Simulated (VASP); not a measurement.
# Ge (I4_1/amd) in VASP: single point with PBEsol

Aim: the single point of Ge with PBEsol.

Program: VASP 6.6.1. These are calculated values, not measurements. Logs are shortened: lines on timing, memory, paths and dates and some standing lists are left out, and cuts for length are marked.

### Step 1. The crystal as given

Symmetry: I4_1/amd, No. 141, tetragonal system. Conventional cell: a = 5.149 Å, b = 5.149 Å, c = 2.795 Å, α = 90.00°, β = 90.00°, γ = 90.00°. Ge (site symmetry -4m2) has 6 Ge at 2.67 to 2.79 Å as nearest neighbours.

This isn't the form of Ge at room conditions, which is diamond.

### Step 2. Single point, PBEsol

INCAR reads:

```
SYSTEM = Ge
PREC     = Accurate       ! precision mode
ENCUT    = 520            ! plane-wave cutoff, eV
EDIFF    = 1E-6           ! SCF threshold, eV
ISMEAR   = 0              ! smearing method
SIGMA    = 0.15           ! smearing width, eV
LREAL    = .FALSE.        ! projectors in reciprocal space
LASPH    = .TRUE.         ! aspherical terms in the spheres
NELM     = 100            ! most SCF steps
ALGO     = Fast           ! electronic algorithm
ISIF     = 2              ! what is computed and relaxed
LWAVE    = .FALSE.        ! write WAVECAR
LCHARG   = .TRUE.         ! write CHGCAR
GGA      = PS             ! functional
LELF     = .TRUE.         ! ELF
LVHAR    = .TRUE.       
NBANDS   = 21             ! bands
```

KPOINTS reads:

```
regular mesh
0
G
  20 20 20
  0 0 0
```

POSCAR reads:

```
Ge
1.0
   -2.5744897190      2.5744897190      1.3974126432
    2.5744897190     -2.5744897190      1.3974126432
    2.5744897190      2.5744897190     -1.3974126432
Ge
2
Direct
    0.2500000000      0.7500000000      0.5000000000
    0.5000000000      0.5000000000      0.0000000000
```

Potentials or basis: VASP PAW PBE potentials, release 64 (Ge_d).

Run with:

```sh
$ cat potpaw_PBE.64/Ge_d/POTCAR > POTCAR
$ mpirun -np 1 vasp_std > vasp.out
```

OUTCAR:

```text
SYSTEM = Ge
   PREC = Accurate
   ENCUT = 520
   EDIFF = 1E-6
   ISMEAR = 0
   LREAL = .FALSE.
   LASPH = .TRUE.
   NELM = 100
   ISIF = 2
   GGA = PS

 ion  position               nearest neighbor table
   1  0.250  0.750  0.500-   2 2.67   2 2.67   2 2.67   2 2.67
   2  0.500  0.500  0.000-   1 2.67   1 2.67   1 2.67   1 2.67

  LATTYP: Found a body centered tetragonal cell.
 ALAT       =     5.1489794380
 C/A-ratio  =     0.5427920853

  Lattice vectors:

 A1 = (  -2.5744897190,   2.5744897190,   1.3974126432)
 A2 = (   2.5744897190,  -2.5744897190,   1.3974126432)
 A3 = (   2.5744897190,   2.5744897190,  -1.3974126432)

Analysis of symmetry for initial positions (statically):
=====================================================================
 Subroutine PRICEL returns:
 Original cell was already a primitive cell.

 Routine SETGRP: Setting up the symmetry group for a
 body centered tetragonal supercell.

 Subroutine GETGRP returns: Found 16 space group operations
 (whereof  8 operations were pure point group operations)
 out of a pool of 16 trial point group operations.

The static configuration has the point symmetry D_2d.
 The point group associated with its full space group is D_4h.

Analysis of symmetry for dynamics (positions and initial velocities):
=====================================================================
 Subroutine PRICEL returns:
 Original cell was already a primitive cell.

 Routine SETGRP: Setting up the symmetry group for a
 body centered tetragonal supercell.

 Subroutine GETGRP returns: Found 16 space group operations
 (whereof  8 operations were pure point group operations)
 out of a pool of 16 trial point group operations.

The dynamic configuration has the point symmetry D_2d.
 The point group associated with its full space group is D_4h.

 Subroutine INISYM returns: Found 16 space group operations
 (whereof  8 operations are pure point group operations),
 and found     1 'primitive' translations

----------------------------------------------------------------------------------------

                                     Primitive cell

  volume of cell :      37.0482

  direct lattice vectors                    reciprocal lattice vectors
    -2.574489719  2.574489719  1.397412643     0.000000000  0.194213244  0.357804119
     2.574489719 -2.574489719  1.397412643     0.194213244  0.000000000  0.357804119
     2.574489719  2.574489719 -1.397412643     0.194213244  0.194213244  0.000000000

  length of vectors
     3.899840602  3.899840602  3.899840602     0.407114937  0.407114937  0.274659004

  position of ions in fractional coordinates (direct lattice)
     0.250000000  0.750000000  0.500000000
     0.500000000  0.500000000  0.000000000

  ion indices of the primitive-cell ions
   primitive index   ion index
                 1           1
                 2           2

----------------------------------------------------------------------------------------

 KPOINTS: regular mesh

Automatic generation of k-mesh.
 Grid dimensions read from file:
 generate k-points for:   20   20   20

 Generating k-lattice:

  Cartesian coordinates                     Fractional coordinates (reciprocal lattice)
     0.000000000  0.009710662  0.017890206     0.050000000  0.000000000  0.000000000
     0.009710662  0.000000000  0.017890206     0.000000000  0.050000000  0.000000000
     0.009710662  0.009710662  0.000000000     0.000000000  0.000000000  0.050000000

  Length of vectors
     0.020355747  0.020355747  0.013732950

  Shift w.r.t. Gamma in fractional coordinates (k-lattice)
     0.000000000  0.000000000  0.000000000

 Subroutine IBZKPT returns following result:
 ===========================================

 Found    641 irreducible k-points:

 Following reciprocal coordinates:
            Coordinates               Weight
  0.000000  0.000000  0.000000      1.000000
  0.050000  0.000000  0.000000      8.000000
  0.100000  0.000000  0.000000      8.000000
  0.150000  0.000000 -0.000000      8.000000
  0.200000  0.000000  0.000000      8.000000
  0.250000  0.000000 -0.000000      8.000000
[... 16 lines left out ...]
 -0.400000  0.050000  0.000000     16.000000
 -0.350000  0.050000  0.000000     16.000000
 [... further k-points ...]
   k-points           NKPTS =    641   k-points in BZ     NKDIM =    641   number of bands    NBANDS=     21
   number of dos      NEDOS =    301   number of ions     NIONS =      2
   total plane-waves  NPLWV =  27000
   dimension x,y,z NGX =    30 NGY =   30 NGZ =   30
   dimension x,y,z NGXF=    60 NGYF=   60 NGZF=   60
   ions per type =               2
   NGX,Y,Z   is equivalent  to a cutoff of  12.79, 12.79, 12.79 a.u.
   NGXF,Y,Z  is equivalent  to a cutoff of  25.58, 25.58, 25.58 a.u.
 SYSTEM =  Ge
   PREC   = accura    normal or accurate (medium, high low for compatibility)
   ISTART =      0    job   : 0-new  1-cont  2-samecut
   ICHARG =      2    charge: 1-file 2-atom 10-const
   ISPIN  =      1    spin polarized calculation?
   LNONCOLLINEAR =      F non collinear calculations
   LSORBIT =      F    spin-orbit coupling
   LASPH  =      T    aspherical Exc in radial PAW
   ENCUT  =  520.0 eV  38.22 Ry    6.18 a.u.   7.25  7.25  7.25*2*pi/ulx,y,z
   NELM   =    100;   NELMIN=  2; NELMDL= -5     # of ELM steps
   EDIFF  = 0.1E-05   stopping-criterion for ELM
   LREAL  =      F    real-space projection
   EDIFFG = 0.1E-04   stopping-criterion for IOM
   NSW    =      0    number of steps for IOM
   IBRION =     -1    ionic relax: 0-MD 1-quasi-New 2-CG
   NFREE  =      0    steps in history (QN), initial steepest desc. (CG)
   ISIF   =      2    stress and relaxation
   ISYM   =      2    0-nonsym 1-usesym 2-fastsym
   POTIM  = 0.5000    time-step for ionic-motion
   TEBEG  =    0.0;   TEEND  =   0.0 temperature during run
   PSTRESS=    0.0 pullay stress
   NELECT =      28.0000    total number of electrons
   NUPDOWN=      -1.0000    fix difference up-down
   EMIN   =  10.00;   EMAX   =-10.00  energy-range for DOS
   EFERMI =   0.00;   METHOD = LEGACY
   ISMEAR =     0;   SIGMA  =   0.15  broadening in eV -4-tet -1-fermi 0-gaus
   EFERMI_NEDOS =   21; number of points for ismear=-14 and -15
   IALGO  =     68    algorithm
   IMIX   =      4    mixing-type and parameters
     AMIX     =   0.40;   BMIX     =  1.00
     AMIX_MAG =   1.60;   BMIX_MAG =  1.00
  volume/ion in A,a.u.               =      18.52       125.01
  Fermi-wavevector in a.u.,A,eV,Ry     =   1.491209  2.817976 30.255333  2.223704
  Thomas-Fermi vector in A             =   2.603893
   LORBIT       =      0    0 simple, 1 ext, 2 COOP (PROOUT), +10 PAW based schemes
   GGA     = PS    functional components
   LHFCALC =     F    Hartree Fock is set to
   AEXX    =    0.0000 exact exchange contribution
   IVDW    =     0    specifies the selected vdW correction
   LEPSILON=     F    determine dielectric tensor
   LRPA    =     F    only Hartree local field effects (RPA)
 non-spin polarized calculation
 RMM-DIIS sequential band-by-band and
 Gauss-broadening in eV      SIGMA  =   0.15
  energy-cutoff  :      520.00
  volume of cell :       37.05
 maximum number of plane-waves:      1021
 NGX is ok and might be reduce to    30
   NGX = 15   NGY = 15   NGZ = 15

 number of electron      28.0000028 magnetization

 Free energy of the ion-electron system (eV)
  ---------------------------------------------------
  ext. energy  EPLUGINS =         0.00000000
  ---------------------------------------------------
  free energy    TOTEN  =        -9.53981484 eV

  energy without entropy =       -9.53119519  energy(sigma->0) =       -9.53550502

 E-fermi :   6.6415     XC(G=0): -11.4695

 val. band max:        6.6348923143   @ k =  -0.3000   0.1500   0.0500
 cond. band min:       6.6420725043   @ k =   0.3500   0.2000   0.0000
 fundamental gap:      0.0071801900
 Fermi energy:         6.6414937286

 k-point     1 :       0.0000    0.0000    0.0000
  band No.  band energies     occupation
      1     -18.0162      2.00000
      2     -17.9715      2.00000
      3     -17.9404      2.00000
      4     -17.9392      2.00000
      5     -17.8328      2.00000
      6     -17.8328      2.00000
[... 13 lines left out ...]
     20      18.2214      0.00000
     21      19.1974      0.00000

 k-point     2 :       0.0500    0.0000    0.0000
  band No.  band energies     occupation
      1     -18.0152      2.00000
      2     -17.9681      2.00000
      3     -17.9391      2.00000
      4     -17.9350      2.00000
      5     -17.8358      2.00000
      6     -17.8356      2.00000
[... 13 lines left out ...]
     20      18.2694      0.00000
     21      19.4483      0.00000

 k-point     3 :       0.1000    0.0000    0.0000
  band No.  band energies     occupation
      1     -18.0122      2.00000
      2     -17.9583      2.00000
      3     -17.9352      2.00000
      4     -17.9232      2.00000
      5     -17.8429      2.00000
      6     -17.8410      2.00000
[... 13 lines left out ...]
     20      17.9842      0.00000
     21      18.5201      0.00000

 k-point     4 :       0.1500    0.0000   -0.0000
  band No.  band energies     occupation
      1     -18.0072      2.00000
      2     -17.9437      2.00000
      3     -17.9293      2.00000
      4     -17.9070      2.00000
      5     -17.8524      2.00000
      6     -17.8453      2.00000
[... 13 lines left out ...]
     20      17.0571      0.00000
     21      17.6066      0.00000

 k-point     5 :       0.2000    0.0000    0.0000
  band No.  band energies     occupation
      1     -18.0005      2.00000
      2     -17.9274      2.00000
      3     -17.9219      2.00000
      4     -17.8921      2.00000
      5     -17.8629      2.00000
      6     -17.8447      2.00000
[... 13 lines left out ...]
     20      16.1869      0.00000
     21      17.2667      0.00000

 k-point     6 :       0.2500    0.0000   -0.0000
  band No.  band energies     occupation
      1     -17.9931      2.00000
      2     -17.9145      2.00000
      3     -17.9141      2.00000
      4     -17.8861      2.00000
      5     -17.8727      2.00000
      6     -17.8432      2.00000
[... 13 lines left out ...]
     20      15.4778      0.00000
     21      17.4139      0.00000

 k-point     7 :       0.3000    0.0000   -0.0000
  band No.  band energies     occupation
      1     -17.9861      2.00000
      2     -17.9099      2.00000
      3     -17.9065      2.00000
      4     -17.8907      2.00000
      5     -17.8788      2.00000
      6     -17.8502      2.00000
[... 13 lines left out ...]
     20      14.9505      0.00000
     21      17.8578      0.00000
[... 291 lines left out ...]
      1     -17.9710      2.00000
      2     -17.9268      2.00000
      3     -17.9211      2.00000
      4     -17.8912      2.00000
      5     -17.8678      2.00000
      6     -17.8646      2.00000
[... 13 lines left out ...]
     20      18.2769      0.00000
     21      18.7887      0.00000

 k-point    21 :       0.5000    0.0500   -0.0000
  band No.  band energies     occupation
      1     -17.9697      2.00000
      2     -17.9273      2.00000
      3     -17.9200      2.00000
      4     -17.8916      2.00000
      5     -17.8668      2.00000
      6     -17.8641      2.00000
[... 13 lines left out ...]
     20      18.2759      0.00000
     21      18.7485      0.00000

 k-point    22 :      -0.4500    0.0500    0.0000
  band No.  band energies     occupation
      1     -17.9716      2.00000
      2     -17.9214      2.00000
      3     -17.9159      2.00000
      4     -17.8945      2.00000
      5     -17.8672      2.00000
      6     -17.8635      2.00000
[... 13 lines left out ...]
     20      17.2796      0.00000
     21      19.0638      0.00000

 k-point    23 :      -0.4000    0.0500    0.0000
  band No.  band energies     occupation
      1     -17.9756      2.00000
      2     -17.9135      2.00000
      3     -17.9089      2.00000
      4     -17.8990      2.00000
      5     -17.8718      2.00000
      6     -17.8583      2.00000
[... 13 lines left out ...]
     20      15.9521      0.00000
     21      18.3669      0.00000

 k-point    24 :      -0.3500    0.0500    0.0000
  band No.  band energies     occupation
      1     -17.9812      2.00000
      2     -17.9107      2.00000
      3     -17.9049      2.00000
      4     -17.8988      2.00000
      5     -17.8739      2.00000
      6     -17.8520      2.00000
[... 13 lines left out ...]
     20      15.4181      0.00000
     21      17.7456      0.00000

 [... further k-points ...]

------------------------ aborting loop because EDIFF is reached ----------------------------------------

  FORCE on cell =-STRESS in cart. coord.  units (eV):
  Direction    XX          YY          ZZ          XY          YZ          ZX
  --------------------------------------------------------------------------------------
  -------------------------------------------------------------------------------------
  Total       -0.1165176     -0.1165176      0.1153936      0.0000000      0.0000000      0.0000000
  in kB       -5.0388913     -5.0388913      4.9902859      0.0000000      0.0000000      0.0000000
  external PRESSURE =      -1.6958323 kB  Pullay stress =       0.0000000 kB

 VOLUME and BASIS-vectors are now :
 -----------------------------------------------------------------------------
  energy-cutoff  :      520.00
  volume of cell :       37.05
      direct lattice vectors                 reciprocal lattice vectors
    -2.574489719  2.574489719  1.397412643     0.000000000  0.194213244  0.357804119
     2.574489719 -2.574489719  1.397412643     0.194213244  0.000000000  0.357804119
     2.574489719  2.574489719 -1.397412643     0.194213244  0.194213244  0.000000000

 POSITION                                       TOTAL-FORCE (eV/Angst)
 -----------------------------------------------------------------------------------
      2.57449      0.00000      0.69871         0.000000      0.000000     -0.000000
      0.00000      0.00000      1.39741        -0.000000     -0.000000      0.000000
 -----------------------------------------------------------------------------------
    total drift:                                0.000000     -0.000000      0.000000

  FREE ENERGIE OF THE ION-ELECTRON SYSTEM (eV)
  ---------------------------------------------------
  free  energy   TOTEN  =        -9.5398148437 eV

  energy  without entropy=       -9.5311951899  energy(sigma->0) =       -9.53550502
```

Wall time 4.9 min (1 thread of AMD EPYC 9R45 (Zen 5), shared host); peak memory 0.45 GiB.

What came out:

| Quantity | Value |
| --- | --- |
| Free energy | -9.5398 eV |
| Pressure | -0.2 GPa |
| Band gap on the k mesh | none (metal or under the smearing width) |

Stress tensor (GPa, compression positive):
```
-0.50  0.00  0.00
 0.00 -0.50  0.00
 0.00  0.00  0.50
```

Levels at points of the mesh, in eV from the Fermi level:
| k point | band 10 | band 11 | band 12 | band 13 | band 14 | band 15 | band 16 | band 17 | band 18 | band 19 |
| --- | --- | --- | --- | --- | --- | --- | --- | --- | --- | --- |
| (0.00, 0.00, 0.00) | -24.34 | -13.30 | -4.05 | -2.32 | -2.32 | 3.26 | 7.61 | 7.61 | 8.17 | 8.37 |
| (0.50, 0.00, 0.00) | -24.38 | -8.03 | -6.38 | -2.62 | -2.00 | -1.33 | 2.48 | 3.58 | 5.53 | 8.81 |
| (0.50, 0.50, 0.00) | -24.42 | -10.56 | -10.56 | 0.63 | 0.63 | 1.92 | 1.92 | 7.54 | 7.54 | 11.44 |
| (0.50, 0.50, 0.50) | -24.46 | -8.86 | -8.86 | -5.91 | -5.91 | 6.18 | 6.18 | 11.03 | 11.03 | 15.46 |

Caveat: the PAW data sets were made with another functional, which shifts forces and pressure a little.
